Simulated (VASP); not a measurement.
PbO2: relaxation of the atoms with BLYP

Crystal: PbO2.

```
Pb O
1.0
     0.00000    2.70199    2.70199
     2.70199    0.00000    2.70199
     2.70199    2.70199    0.00000
Pb O
1 2
Cartesian
  0.0451 0.0159 -0.0069
  4.0915 4.0695 4.1067
  1.3711 1.3008 1.4037
```

The cell comes from a database or a generator and needn't be the stable form of this composition.

The cell isn't the ideal one: atoms moved at random, drawn with an rms of 0.05 Å.

- Program: VASP 6.6.1
- Task: relaxation of the atoms
- Functional: BLYP
- Potentials or basis: VASP PAW PBE potentials, release 64 (Pb_d, O)
- Cutoff: 520 eV
- k mesh: 9 × 9 × 9
- Occupations: fermi-dirac, width 0.1 eV
- Spin: no spin polarisation
- Further INCAR settings: ALGO = Fast; EDIFF = 1e-07; IBRION = 2; EDIFFG = -0.01; NSW = 60

* Energy gained by relaxing: 9.4 meV/atom
* Ionic steps: 7
* Pressure after relaxing: 6.9 GPa
* Band gap on the k mesh: none (metal or under the smearing width)

The path:
```tsv
step	energy change (eV)	largest force (eV/Å)	pressure (GPa)
1	0.0000	0.4951	7.25
2	-0.0135	0.3895	7.09
3	-0.0208	0.3092	6.98
4	-0.0243	0.2239	6.92
5	-0.0283	0.0268	6.86
6	-0.0283	0.0250	6.86
7	-0.0283	0.0050	6.86
```

Final structure:
```cif
data_structure
_symmetry_space_group_name_H-M 'P 1'
_symmetry_Int_Tables_number 1
_cell_length_a 3.8212
_cell_length_b 3.8212
_cell_length_c 3.8212
_cell_angle_alpha 60.000
_cell_angle_beta 60.000
_cell_angle_gamma 60.000
_cell_volume 39.45
loop_
_atom_site_label
_atom_site_type_symbol
_atom_site_fract_x
_atom_site_fract_y
_atom_site_fract_z
_atom_site_occupancy
Pb1 Pb 0.99332 0.00413 0.01258 1
O1 O 0.74331 0.75394 0.76261 1
O2 O 0.24333 0.25394 0.26256 1
```

Levels at points of the mesh, in eV from the Fermi level:
```
           k point  band 11  band 12  band 13  band 14  band 15  band 16
(0.00, 0.00, 0.00)    -2.03    -1.31    -1.31    -1.30     6.97     6.97
```

It took 11 min on 1 thread of AMD EPYC 9R45 (Zen 5) (shared host), peak memory 0.31 GiB.

Caveat: the PAW data sets were made with another functional, which shifts forces and pressure a little. The run has no spin-orbit coupling, so splittings on Pb are missing.
